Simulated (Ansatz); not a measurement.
The system is MgO2.

```
Mg O
1.0
     1.60476    0.92651    3.49398
    -1.60476    0.92651    3.49398
     0.00000   -1.85302    3.49398
Mg O
1 2
Direct
  0.00000 0.00000 0.00000
  0.57121 0.57121 0.57121
  0.42879 0.42879 0.42879
```

The cell comes from a database or a generator and needn't be the stable form of this composition.

Base run:

```yaml
Program: Ansatz 0.2.0
Functional: PBEsol
Potentials_or_basis: Ansatz PAW
Cutoff: 420 eV
Density_cutoff: 1680 eV
k_mesh: 6 × 6 × 6
Occupations: fermi-dirac, width 0.05 eV
Spin: no spin polarisation
```

Its results: band gap on the k mesh 2.23 eV, direct; largest force 0.304 eV/Å.

Problem. After a change of settings the same cell gave: band gap on the k mesh 5.71 eV, direct; largest force 1.028 eV/Å. Which change was it?
A. functional from PBEsol to r2SCAN0; cutoff from 420 eV to 500 eV; density cutoff from 1680 eV to 2000 eV
B. functional from PBEsol to LDA
C. functional from PBEsol to r2SCAN; cutoff from 420 eV to 500 eV; density cutoff from 1680 eV to 2000 eV
D. functional from PBEsol to PBE0; occupations from fermi-dirac, width 0.05 eV to fixed; potential files from those of the base run to others of the same set

Solution. A.

r2SCAN0 gives the wider gap, since exact exchange removes part of the self-interaction.

Caveats: the PAW data sets come from PBE, with cores solved anew for the run's functional, which leaves a small shift of forces and pressure; forces of over 1 eV/Å show positions far from the minimum, so gaps and moduli don't describe the material at rest (some runs).

Not every run made on this cell is shown here.
